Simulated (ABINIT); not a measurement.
# Ir (Fm-3m) in ABINIT: settings compared

One crystal, Ir, is run at these levels: WC, PBE, PBEsol+D4; tasks: band structure, equation of state.

Everything below comes from runs of ABINIT 10.8.3 (patched build). Logs are shortened: lines on timing, memory, paths and dates and some standing lists are left out, and cuts for length are marked. The log counts tension as positive stress, the text compression.

## 1. The structure

It takes space group Fm-3m (No. 225, cubic). Conventional cell: a = 3.831 Å, b = 3.831 Å, c = 3.831 Å, α = 90.00°, β = 90.00°, γ = 90.00°. Ir (site symmetry m-3m) has 12 Ir at 2.71 Å as nearest neighbours.

## 2. Band structure, WC, spin-orbit coupling, no magnetisation

The input, run.abi:

```
# Datasets: ground state, then fixed potential
ndtset 2

# Pseudopotentials
pp_dirpath "./"
pseudos "Ir.GGA_PBE-JTH.xml"

# Structure
acell 5.1193956283 5.1193956283 5.1193956283
rprim
     0.0000000000     0.7071067812     0.7071067812
     0.7071067812     0.0000000000     0.7071067812
     0.7071067812     0.7071067812     0.0000000000
ntypat 1
znucl 77
natom 1
typat 1
xred
     0.0000000000     0.0000000000     0.0000000000

# Plane-wave basis
ecut 17.0
pawecutdg 34.0

# Exchange and correlation
ixc 23

# Bands and occupations
occopt 3
tsmear 0.05 eV

# Spin
nspinor 2
nspden 1
pawspnorb 1

# SCF cycle
nstep 100

# Output
iomode 3
prtwf 0
prteig 0
prtebands 0
prtden1 1

# Dataset 1
kptopt1 4
ngkpt1 12 12 12
nshiftk1 1
shiftk1 0.0 0.0 0.0
nband1 24
tolvrs1 1.0e-9

# Dataset 2: bands along G-X-W-K-G-L-U-W-L-K
iscf2 -2
getden2 1
nband2 32
nbdbuf2 2
tolwfr2 1.0e-12
kptopt2 -9
ndivsm2 5
prteig2 1
kptbounds2
     0.0000000000     0.0000000000     0.0000000000
     0.5000000000     0.0000000000     0.5000000000
     0.5000000000     0.2500000000     0.7500000000
     0.3750000000     0.3750000000     0.7500000000
     0.0000000000     0.0000000000     0.0000000000
     0.5000000000     0.5000000000     0.5000000000
     0.6250000000     0.2500000000     0.6250000000
     0.5000000000     0.2500000000     0.7500000000
     0.5000000000     0.5000000000     0.5000000000
     0.3750000000     0.3750000000     0.7500000000
```

Potentials or basis: JTH PAW PBE v2.0.

Command:

```
$ abinit run.abi > log 2>&1
```

run.abo:

```text
.Version 10.8.3 of ABINIT
 DATASET    1 : space group F4 3 2 (#209); Bravais cF (face-center cubic)
================================================================================
 Values of the parameters that define the memory need for DATASET  1.
     intxc =       0    ionmov =       0      iscf =      17    lmnmax =      18
     lnmax =       6     mgfft =      20  mpssoang =       3    mqgrid =    3001
     natom =       1  nloc_mem =       2    nspden =       1   nspinor =       2
    nsppol =       1      nsym =      24    n1xccc =       1    ntypat =       1
    occopt =       3   xclevel =       2
       mpw =         332          nfft =        8000          nkpt =          88
 PAW method is used; the additional fine FFT grid is defined by:
   mgfftf=        30    nfftf =     27000
================================================================================
================================================================================

 DATASET    2 : space group F4 3 2 (#209); Bravais cF (face-center cubic)
================================================================================
 Values of the parameters that define the memory need for DATASET  2.
     intxc =       0    ionmov =       0      iscf =      -2    lmnmax =      18
     lnmax =       6     mgfft =      20  mpssoang =       3    mqgrid =    3001
     natom =       1  nloc_mem =       2    nspden =       1   nspinor =       2
    nsppol =       1      nsym =      24    n1xccc =       1    ntypat =       1
    occopt =       3   xclevel =       2
       mpw =         332          nfft =        8000          nkpt =          87
 PAW method is used; the additional fine FFT grid is defined by:
   mgfftf=        30    nfftf =     27000
================================================================================
================================================================================

--------------------------------------------------------------------------------
------------- Echo of variables that govern the present computation ------------
--------------------------------------------------------------------------------
 -outvars: echo values of preprocessed input variables --------
            acell      5.1193956283E+00  5.1193956283E+00  5.1193956283E+00 Bohr
              amu      1.92220000E+02
             ecut      1.70000000E+01 Hartree
           getden1          0
           getden2          1
             iscf1         17
             iscf2         -2
                       outvar_i_n : Printing only first  50 k-points.
              ixc          23
           jdtset        1    2
                       outvar_i_n : Printing only first  50 k-points.
           kptopt1          4
           kptopt2         -9
         kptrlatt       12    0    0      0   12    0      0    0   12
          kptrlen1     6.14327475E+01
          kptrlen2     3.00000000E+01
            natom           1
            nband1         24
            nband2         32
           nbdbuf1          0
           nbdbuf2          2
           ndtset           2
           ndivsm1          0
           ndivsm2          5
            ngfft          20      20      20
          ngfftdg          30      30      30
             nkpt1         88
             nkpt2         87
          nspinor           2
            nstep         100
             nsym          24
           ntypat           1
                       prtocc : prtvol=0, do not print more k-points.
           occopt           3
        pawcpxocc           2
        pawecutdg      3.40000000E+01 Hartree
        pawspnorb           1
         pawxcdev           0
        prtebands           0
           prteig1          0
           prteig2          1
            prtwf           0
            rprim      0.0000000000E+00  7.0710678120E-01  7.0710678120E-01
                       7.0710678120E-01  0.0000000000E+00  7.0710678120E-01
                       7.0710678120E-01  7.0710678120E-01  0.0000000000E+00
           shiftk1     0.00000000E+00  0.00000000E+00  0.00000000E+00
           shiftk2     5.00000000E-01  5.00000000E-01  5.00000000E-01
[... 215 lines left out ...]
cutoff_energies: {ecut:  17.0, pawecutdg:  34.0, }
electrons: {nelect:   1.50000000E+01, charge:   0.00000000E+00, occopt:   3.00000000E+00, tsmear:   1.83746611E-03, }
meta: {optdriver: 0, ionmov: 0, optcell: 0, iscf: -2, paral_kgb: 0, }
...

 mkfilename : getden/=0, take file _DEN from output of DATASET   1.

 Exchange-correlation functional for the present dataset will be:
  GGA: Wu Cohen functional - ixc=23
  Z. Wu and R. E. Cohen, PRB 73, 235116 (2006)

 Real(R)+Recip(G) space primitive vectors, cartesian coordinates (Bohr,Bohr^-1):
 R(1)=  0.0000000  3.6199594  3.6199594  G(1)= -0.1381231  0.1381231  0.1381231
 R(2)=  3.6199594  0.0000000  3.6199594  G(2)=  0.1381231 -0.1381231  0.1381231
 R(3)=  3.6199594  3.6199594  0.0000000  G(3)=  0.1381231  0.1381231 -0.1381231
 Unit cell volume ucvol=  9.4872661E+01 bohr^3
 Angles (23,13,12)=  6.00000000E+01  6.00000000E+01  6.00000000E+01 degrees

 Coarse grid specifications (used for wave-functions):

 getcut: wavevector=  0.0000  0.0000  0.0000  ngfft=  20  20  20
         ecut(hartree)=     17.000   => boxcut(ratio)=   2.10485

 Fine grid specifications (used for densities):

 getcut: wavevector=  0.0000  0.0000  0.0000  ngfft=  30  30  30
         ecut(hartree)=     34.000   => boxcut(ratio)=   2.23501

 getcut : COMMENT -
  Note that boxcut > 2.2 ; recall that boxcut=Gcut(box)/Gcut(sphere) = 2
  is sufficient for exact treatment of convolution.
  Such a large boxcut is a waste : you could raise ecut
  e.g. ecut=   42.459894 Hartrees makes boxcut=2

--------------------------------------------------------------------------------

================================================================================
 Non-SCF case, kpt    1 (  0.00000  0.00000  0.00000), residuals and eigenvalues=
  6.15E-13  9.04E-13  3.27E-13  5.05E-13  2.34E-13  5.67E-13  5.01E-13  7.46E-13
  3.81E-13  5.76E-13  3.94E-13  9.70E-13  3.19E-13  3.53E-13  4.70E-13  6.41E-13
  4.01E-13  9.49E-13  2.30E-13  4.19E-13  3.00E-13  8.71E-13  3.92E-13  8.08E-13
  4.41E-13  3.06E-13  4.75E-13  6.07E-13  8.63E-13  5.88E-13  2.09E-04  2.49E-04
 -1.5658E+00 -1.5658E+00 -1.1133E+00 -1.1133E+00 -1.1133E+00 -1.1133E+00
  1.4644E-01  1.4644E-01  4.0245E-01  4.0245E-01  4.0245E-01  4.0245E-01
  4.3261E-01  4.3261E-01  5.2069E-01  5.2069E-01  5.2069E-01  5.2069E-01
  7.1771E-01  7.1771E-01  1.0655E+00  1.0655E+00  1.2544E+00  1.2544E+00
  1.2765E+00  1.2765E+00  1.2765E+00  1.2765E+00  1.4700E+00  1.4700E+00
  1.8010E+00  1.8069E+00
 Non-SCF case, kpt    2 (  0.03571  0.00000  0.03571), residuals and eigenvalues=
  3.42E-13  7.62E-13  2.71E-13  7.01E-13  2.04E-13  4.56E-13  5.59E-13  8.71E-13
[... 930 lines left out ...]
  7.7702E-01  7.7702E-01  8.5477E-01  8.5477E-01  9.9496E-01  9.9496E-01
  1.1621E+00  1.1621E+00  1.3062E+00  1.3062E+00  1.5813E+00  1.5813E+00
  1.5935E+00  1.5935E+00
 Non-SCF case, kpt   87 (  0.37500  0.37500  0.75000), residuals and eigenvalues=
  5.77E-13  9.60E-13  2.79E-13  6.56E-13  4.83E-13  8.71E-13  2.28E-13  5.84E-13
  3.05E-13  4.79E-13  4.56E-13  8.93E-13  3.82E-13  9.85E-13  2.06E-13  5.97E-13
  3.64E-13  5.25E-13  1.26E-13  4.19E-13  3.64E-13  4.88E-13  3.11E-13  6.70E-13
  2.61E-13  3.93E-13  1.72E-13  2.27E-13  9.06E-13  8.67E-13  4.57E-13  9.79E-13
 -1.5744E+00 -1.5744E+00 -1.1408E+00 -1.1408E+00 -1.1295E+00 -1.1295E+00
  3.0019E-01  3.0019E-01  3.3654E-01  3.3654E-01  4.4919E-01  4.4919E-01
  5.2733E-01  5.2733E-01  5.8589E-01  5.8589E-01  7.1678E-01  7.1678E-01
  7.8830E-01  7.8830E-01  8.4657E-01  8.4657E-01  9.8480E-01  9.8480E-01
  1.1346E+00  1.1346E+00  1.3295E+00  1.3295E+00  1.5824E+00  1.5824E+00
  1.5866E+00  1.5866E+00

--- !ResultsGS
iteration_state: {dtset: 2, }
comment   : Summary of ground state results
lattice_vectors:
- [  0.0000000,   3.6199594,   3.6199594, ]
- [  3.6199594,   0.0000000,   3.6199594, ]
- [  3.6199594,   3.6199594,   0.0000000, ]
lattice_lengths: [   5.11940,    5.11940,    5.11940, ]
lattice_angles: [ 60.000,  60.000,  60.000, ] # degrees, (23, 13, 12)
lattice_volume:   9.4872661E+01
convergence: {deltae:  0.000E+00, res2:  0.000E+00, residm:  9.977E-13, diffor:  0.000E+00, }
etotal    :  -7.72138268E+01
entropy   :   0.00000000E+00
fermie    :   5.65209559E-01
cartesian_stress_tensor: null
pressure_GPa: null
xred      :
- [  0.0000E+00,   0.0000E+00,   0.0000E+00, Ir]
cartesian_forces: null
force_length_stats: {min: null, max: null, mean: null, }
...

 Integrated electronic density in atomic spheres:
 ------------------------------------------------
 Atom  Sphere_radius  Integrated_density
    1        2.51066         13.63316206

================================================================================

 ----iterations are completed or convergence reached----

 Mean square residual over all n,k,spin=   49.932E-14; max=  99.771E-14
 reduced coordinates (array xred) for    1 atoms
       0.000000000000      0.000000000000      0.000000000000

 cartesian coordinates (angstrom) at end:
    1      0.00000000000000     0.00000000000000     0.00000000000000
 length scales=  5.119395628300  5.119395628300  5.119395628300 bohr
              =  2.709067498255  2.709067498255  2.709067498255 angstroms
 Eigenvalues (hartree) for nkpt=  87  k points:
 kpt#   1, nband= 32, wtk=  1.00000, kpt=  0.0000  0.0000  0.0000 (reduced coord)
  -1.56580   -1.56580   -1.11326   -1.11326   -1.11326   -1.11326    0.14644    0.14644
   0.40245    0.40245    0.40245    0.40245    0.43261    0.43261    0.52069    0.52069
   0.52069    0.52069    0.71771    0.71771    1.06551    1.06551    1.25437    1.25437
   1.27648    1.27648    1.27648    1.27648    1.47000    1.47000    1.80097    1.80690
 kpt#   2, nband= 32, wtk=  1.00000, kpt=  0.0357  0.0000  0.0357 (reduced coord)
  -1.56591   -1.56591   -1.11367   -1.11367   -1.11345   -1.11345    0.14931    0.14931
   0.40153    0.40153    0.40382    0.40382    0.43305    0.43305    0.51827    0.51827
   0.52144    0.52144    0.71771    0.71771    1.07054    1.07054    1.25198    1.25198
   1.27165    1.27165    1.27824    1.27824    1.48790    1.48790    1.74276    1.74330
 kpt#   3, nband= 32, wtk=  1.00000, kpt=  0.0714  0.0000  0.0714 (reduced coord)
  -1.56624   -1.56624   -1.11487   -1.11487   -1.11400   -1.11400    0.15782    0.15782
   0.39792    0.39792    0.40785    0.40785    0.43539    0.43539    0.51136    0.51136
   0.52371    0.52371    0.71789    0.71789    1.08530    1.08530    1.24029    1.24029
   1.26826    1.26826    1.28314    1.28314    1.53396    1.53396    1.67928    1.67929
 kpt#   4, nband= 32, wtk=  1.00000, kpt=  0.1071  0.0000  0.1071 (reduced coord)
  -1.56678   -1.56678   -1.11677   -1.11677   -1.11488   -1.11488    0.17162    0.17162
[... 404 lines left out ...]
  -1.57408   -1.57408   -1.14042   -1.14042   -1.12821   -1.12821    0.31154    0.31154
   0.35548    0.35548    0.42248    0.42248    0.49809    0.49809    0.57991    0.57991
   0.71695    0.71695    0.77003    0.77003    0.83860    0.83860    1.03012    1.03012
   1.19031    1.19031    1.27485    1.27485    1.57890    1.57890    1.58559    1.58559
 kpt#  86, nband= 32, wtk=  1.00000, kpt=  0.3889  0.3889  0.7222 (reduced coord)
  -1.57430   -1.57430   -1.14055   -1.14055   -1.12918   -1.12918    0.30632    0.30632
   0.34637    0.34637    0.43468    0.43468    0.51478    0.51478    0.58099    0.58099
   0.71700    0.71700    0.77702    0.77702    0.85477    0.85477    0.99496    0.99496
   1.16212    1.16212    1.30624    1.30624    1.58133    1.58133    1.59351    1.59351
 kpt#  87, nband= 32, wtk=  1.00000, kpt=  0.3750  0.3750  0.7500 (reduced coord)
  -1.57442   -1.57442   -1.14081   -1.14081   -1.12953   -1.12953    0.30019    0.30019
   0.33654    0.33654    0.44919    0.44919    0.52733    0.52733    0.58589    0.58589
   0.71678    0.71678    0.78830    0.78830    0.84657    0.84657    0.98480    0.98480
   1.13458    1.13458    1.32952    1.32952    1.58243    1.58243    1.58658    1.58658

== END DATASET(S) ==============================================================
================================================================================

 -outvars: echo values of variables after computation  --------
            acell      5.1193956283E+00  5.1193956283E+00  5.1193956283E+00 Bohr
           etotal1    -7.7213826818E+01
            fcart1    -0.0000000000E+00 -0.0000000000E+00 -0.0000000000E+00
            rprim      0.0000000000E+00  7.0710678120E-01  7.0710678120E-01
                       7.0710678120E-01  0.0000000000E+00  7.0710678120E-01
                       7.0710678120E-01  7.0710678120E-01  0.0000000000E+00
           strten1    -1.7720893506E-04 -1.7720893506E-04 -1.7720893506E-04
                       0.0000000000E+00  0.0000000000E+00  0.0000000000E+00
 Calculation completed.
```

Wall time 66 s (1 thread of Arm Neoverse V2, shared host); peak memory 0.12 GiB.

What came out:

```yaml
Free_energy: -2101.0953 eV
Pressure: 5.2 GPa
Band_gap_on_the_k_mesh: none (metal or under the smearing width)
Valence_electrons_inside_the_program's_atomic_spheres: Ir 13.63 (radii [1.3286] Å)
```

Levels at the corners of the path, in eV from the Fermi level:
```csv
point,band 11,band 12,band 13,band 14,band 15,band 16,band 17,band 18
Γ,-4.43,-4.43,-3.61,-3.61,-1.21,-1.21,-1.21,-1.21
X,0.59,0.59,1.02,1.02,1.40,1.40,1.91,1.91
W,-5.13,-5.13,-1.91,-1.91,1.39,1.39,4.16,4.16
K,-3.16,-3.16,-1.03,-1.03,0.56,0.56,4.12,4.12
Γ,-4.43,-4.43,-3.61,-3.61,-1.21,-1.21,-1.21,-1.21
L,-3.78,-3.78,-0.93,-0.93,0.51,0.51,1.10,1.10
U,-3.16,-3.16,-1.03,-1.03,0.56,0.56,4.12,4.12
W,-5.13,-5.13,-1.91,-1.91,1.39,1.39,4.16,4.16
L,-3.78,-3.78,-0.93,-0.93,0.51,0.51,1.10,1.10
K,-3.16,-3.16,-1.03,-1.03,0.56,0.56,4.12,4.12
```

Caveat: the PAW data sets were made with another functional, which shifts forces and pressure a little.

## 3. Band structure, PBE

run.abi: that of step 2 with these lines changed.

```diff
@@ -21,3 +21,3 @@
 # Plane-wave basis
-ecut 17.0
+ecut 462.593566 eV
 pawecutdg 34.0
@@ -25,3 +25,3 @@
 # Exchange and correlation
-ixc 23
+ixc 11
 
@@ -30,7 +30,2 @@
 tsmear 0.05 eV
-
-# Spin
-nspinor 2
-nspden 1
-pawspnorb 1
 
@@ -47,3 +42,3 @@
 # Dataset 1
-kptopt1 4
+kptopt1 1
 ngkpt1 12 12 12
@@ -51,3 +46,3 @@
 shiftk1 0.0 0.0 0.0
-nband1 24
+nband1 12
 tolvrs1 1.0e-9
@@ -57,3 +52,3 @@
 getden2 1
-nband2 32
+nband2 16
 nbdbuf2 2
@@ -61,3 +56,3 @@
 kptopt2 -9
-ndivsm2 5
+ndivsm2 6
 prteig2 1
```

Potentials or basis: JTH PAW PBE v2.0.

Command:

```
$ abinit run.abi > log 2>&1
```

Run time: 14 s. Hardware: 1 thread of Arm Neoverse V2, shared host; peak memory 0.1 GiB.

It converged, with:

```yaml
Free_energy: -2096.5814 eV
Pressure: 10.9 GPa
Band_gap_on_the_k_mesh: none (metal or under the smearing width)
Valence_electrons_inside_the_program's_atomic_spheres: Ir 13.63 (radii [1.3286] Å)
```

Levels at the corners of the path, in eV from the Fermi level:
| point | band 5 | band 6 | band 7 | band 8 | band 9 | band 10 |
| --- | --- | --- | --- | --- | --- | --- |
| Γ | -3.96 | -3.96 | -3.96 | -1.24 | -1.24 | 5.23 |
| X | -7.45 | 0.85 | 1.48 | 1.48 | 1.62 | 5.24 |
| W | -4.96 | -4.96 | -1.88 | 1.48 | 5.25 | 8.15 |
| K | -6.08 | -2.96 | -0.94 | 0.59 | 5.23 | 6.25 |
| Γ | -3.96 | -3.96 | -3.96 | -1.24 | -1.24 | 5.23 |
| L | -4.07 | -4.07 | -0.84 | 0.89 | 0.89 | 5.23 |
| U | -6.08 | -2.96 | -0.94 | 0.59 | 5.23 | 6.25 |
| W | -4.96 | -4.96 | -1.88 | 1.48 | 5.25 | 8.15 |
| L | -4.07 | -4.07 | -0.84 | 0.89 | 0.89 | 5.23 |
| K | -6.08 | -2.96 | -0.94 | 0.59 | 5.23 | 6.25 |

Caveat: spin-orbit coupling is left out, which moves the levels of the heavy elements.

[end of part 1 of 2]
